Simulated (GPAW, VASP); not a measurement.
This is a calculation of MgS for GPAW 26.7.0 (ASE script). The cell comes from a database or a generator and needn't be the stable form of this composition.

Contents of run.py:

```python
from ase.dft.bandgap import bandgap
from ase.io import read, write
from ase.units import Bohr, GPa
from gpaw import GPAW, PW
from gpaw.elf import elf_from_dft_calculation

atoms = read('MgS.xyz')

calc = GPAW(mode=PW(800),
            xc='LDA',
            kpts={'size': (8, 8, 8), 'gamma': True},
            occupations={'name': 'methfessel-paxton', 'order': 0, 'width': 0.05},
            nbands=16,
            convergence={'density': 1e-05, 'energy': 1e-05},
            maxiter=150,
            txt='gpaw.txt')
atoms.calc = calc
energy = atoms.get_potential_energy()
forces = atoms.get_forces()
stress = atoms.get_stress()
calc.write('gs.gpw')
write('result.traj', atoms)
print(f'Energy: {energy:.6f} eV')
print('Forces (eV/A):')
print(forces.round(4))
print('Stress (GPa):', (stress / GPa).round(3))
print('Fermi level:', round(calc.get_fermi_level(), 4), 'eV')
print(f'Gap: {bandgap(calc)[0]:.4f} eV, direct: {bandgap(calc, direct=True)[0]:.4f} eV')

# fields on the real-space grid
write('density.cube', atoms, data=calc.get_pseudo_density() * Bohr**3)
write('potential.cube', atoms, data=calc.get_electrostatic_potential())
write('elf.cube', atoms, data=elf_from_dft_calculation(calc).data)
```

MgS.xyz

```xyz
2
Lattice="0.0000000000 2.8331200468 2.8331200468 2.8331200468 0.0000000000 2.8331200468 2.8331200468 2.8331200468 0.0000000000" Properties=species:S:1:pos:R:3 pbc="T T T"
S      1.4165600234      1.4165600234      1.4165600234
Mg     0.0000000000      0.0000000000      0.0000000000
```

Potentials or basis: the program's PAW data sets (release 1.2.1) made for this functional, pw.

The run is started by

```console
$ OMP_NUM_THREADS=1 python run.py
```

Task: What does the same run look like in VASP 6.6.1? Potentials or basis there: LDA PAW files Mg, S, release 54, 520 eV.

Result: As run (cutoffs and basis follow the program's own potentials, and thresholds, step limits or extra output files can differ):

File INCAR:

```
SYSTEM = MgS
PREC = Accurate
ENCUT = 520
EDIFF = 1E-6
ISMEAR = 0
SIGMA = 0.05
LREAL = .FALSE.
LASPH = .TRUE.
NELM = 60
ALGO = Fast
ISIF = 2
LWAVE = .FALSE.
LCHARG = .FALSE.
GGA = CA
```

The input KPOINTS:

```
Automatic mesh
0
G
  8 8 8
  0 0 0
```

POSCAR

```
MgS
1.0
    0.0000000000      2.8331200468      2.8331200468
    2.8331200468      0.0000000000      2.8331200468
    2.8331200468      2.8331200468      0.0000000000
S Mg
1 1
Cartesian
    1.4165600234      1.4165600234      1.4165600234
    0.0000000000      0.0000000000      0.0000000000
```

Potentials or basis: VASP PAW LDA potentials, release 54 (S, Mg).

The run is started by

```console
$ cat potpaw_LDA.54/S/POTCAR potpaw_LDA.54/Mg/POTCAR > POTCAR
$ mpirun -np 1 vasp_std > vasp.out
```

Both were run:

|  | GPAW | VASP |
| --- | --- | --- |
| Pressure | -2.2 GPa | -2.5 GPa |

The potentials hold 16 and 8 valence electrons a cell.

The two programs' LDA may be different fits to the electron gas.

Pressure is positive in compression.
